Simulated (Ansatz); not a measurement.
SiS2

Computed with Ansatz (plane waves, PAW, 420 eV cutoff): PBE, scalar-relativistic, no spin polarisation, 8×8×8 k-mesh, Gaussian smearing of 0.05 eV; PAW files: Ansatz's generated set soft_2.

```yaml
crystal:
  lattice:
    - [-3.14730, 5.53388, 2.79688]
    - [3.14730, -5.53388, 2.79688]
    - [3.14730, 5.53388, -2.79688]
  atoms:
    - { symbol: Si, position: [0.75000, 0.75000, 0.00000] }
    - { symbol: Si, position: [0.25000, 0.25000, 0.00000] }
    - { symbol: S, position: [0.89611, 0.81599, 0.71211] }
    - { symbol: S, position: [0.10389, 0.18401, 0.28789] }
    - { symbol: S, position: [0.39611, 0.68401, 0.08012] }
    - { symbol: S, position: [0.60389, 0.31599, 0.91988] }
```

The chain of runs began from a cell as deposited in COD, expanded in volume. The relaxation kept the space group but changed the cell's proportions, one axis by 8 % at equal volume, so the results may not describe the measured structure.

The cell above was scaled in volume, and shape and atoms were relaxed at each volume within its symmetry. Energies are counted from the cell above.

```json
{"V (Å³/atom)": "31.18", "ΔE (meV/atom)": "0.4", "P (GPa)": "0.09", "gap on the mesh (eV)": "3.05"}
{"V (Å³/atom)": "31.83", "ΔE (meV/atom)": "0.1", "P (GPa)": "0.05", "gap on the mesh (eV)": "3.08"}
{"V (Å³/atom)": "32.48", "ΔE (meV/atom)": "0.0", "P (GPa)": "0.00", "gap on the mesh (eV)": "3.10"}
{"V (Å³/atom)": "33.12", "ΔE (meV/atom)": "?", "P (GPa)": "?", "gap on the mesh (eV)": "?"}
{"V (Å³/atom)": "33.77", "ΔE (meV/atom)": "0.0", "P (GPa)": "-0.01", "gap on the mesh (eV)": "3.14"}
```

Task: Fill in the withheld row.

Result: ΔE (meV/atom): 0.0, P (GPa): 0.01, gap on the mesh (eV): 3.12.

Task: Can a bulk modulus be trusted from these points?

Result: No. The energies are smooth (scatter 0.00 meV/atom), but the pressures don't fall steadily as the cell grows, and the fit's B0′ of 14.2 is out of the usual range: the curve is too flat or too lopsided over this range, as for soft or weakly bound crystals, and a third-order form can't fix it.

The fit puts its minimum at 33.07 Å³/atom, 1.8 % over the cell above, so zero pressure fixes the volume only loosely here.

Semilocal functionals underestimate band gaps, commonly by a third or more. The structure is built of weakly bound chains, and this functional has no dispersion term, so their spacing and all that hangs on it (volume, the soft elastic constants, low modes, dielectric constants) are poorly given.
